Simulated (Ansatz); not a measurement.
Energy, volume and coordination in Zn4S

All numbers below come from DFT PBE, scalar-relativistic, plane waves, PAW (Ansatz 0.2.0). Settings: cutoff 420 eV, Γ-centred meshes spaced at most about 0.3 Å⁻¹, and about 0.25 Å⁻¹ or finer for metals (2π included), Gaussian smearing. No spin polarisation.

All energies are static (0 K, no zero-point motion). Rows are sorted by volume; energies count from the lowest form computed. Coordination counts Zn atoms around S (those within 1.25 times the shortest such distance or 1.15 times the sum of covalent radii; a plus sign parts nearer from farther groups; the shortest distance is added where it is long for a bond).

| row | form | source | atoms | coordination | V (Å³/atom) | gap on mesh (eV) | ΔE (meV/atom) |
| --- | --- | --- | --- | --- | --- | --- | --- |
| 1 | P-43m | invented | 5 | S 4 | 18.2 | 0 | 0 |
| 2 | Im-3m | invented | 5 | S 8 | 19.5 | 0 | 308 |
| 3 | P4/mmm | invented | 5 | S 8 | 19.5 | 0 | 63 |
| 4 | Pm-3m | invented | 5 | S 12+8 from 3.3 Å | 21.0 | 0 | ? |
| 5 | F-43m | invented | 5 | S 4 | 37.3 | 0 | 376 |

The cell of row 4:

```
Zn S
1.0
     4.71843    0.00000    0.00000
     0.00000    4.71843    0.00000
     0.00000    0.00000    4.71843
Zn S
4 1
Direct
  0.50000 0.50000 0.50000
  0.00000 0.50000 0.50000
  0.50000 0.00000 0.50000
  0.50000 0.50000 0.00000
  0.00000 0.00000 0.00000
```

Problem. Estimate the missing energy, and say where the row ranks.

Solution. 0.42 eV/atom, which puts it above row 5, the highest in the table. Counting Zn atoms around S, row 4 has S 12+8 from 3.3 Å and the lowest form (row 1) has S 4.

An observed structure of this formula, if there is one, may be missing.

Cells relaxed within their symmetry can be saddle points. Some structure types and database cells were kept out of the candidates from the start, so a known form may be missing.
